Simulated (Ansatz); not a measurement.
Space group F-43m (No. 216). a = 5.464 Å, b = 5.464 Å, c = 5.464 Å, α = 90.00°, β = 90.00°, γ = 90.00°
| atom | site | symmetry | x | y | z |
| --- | --- | --- | --- | --- | --- |
| Mn | 4a | -43m | 0.0000 | 0.0000 | 0.0000 |
| S | 4d | -43m | 0.2500 | 0.2500 | 0.7500 |

Equation of state of this MnS structure (not necessarily the ground state), with shape and atoms relaxed at each volume where symmetry leaves them free. It has no gap at any of these volumes. Level of theory: Ansatz, DFT PBEsol, scalar-relativistic, plane waves, PAW.

Settings: cutoff 420 eV, Γ-centred mesh 14×14×14 on the computed 2-atom cell, Gaussian smearing of 0.10 eV; collinear spin.

| V (Å³/atom) | E − E(largest V) (meV/atom) | P (GPa) |
| --- | --- | --- |
| 19.166 | -0.24 | 1.87 |
| 19.778 | -5.06 | 0.71 |
| 20.390 | -6.24 | -0.02 |
| 21.001 | -4.81 | -0.82 |
| 21.613 | 0.00 | -1.73 |

Problem. Fit a third-order Birch–Murnaghan equation to E(V).

Solution. V0 = 20.36 Å³/atom, B0 = 27 GPa, B0' = 0.6. B0' is unusual or poorly fixed by this range.

The cell holds one magnetic atom, so it can only be ferromagnetic; an antiferromagnetic order may lie lower.

This zinc-blende form isn't the usual stable structure of the compound.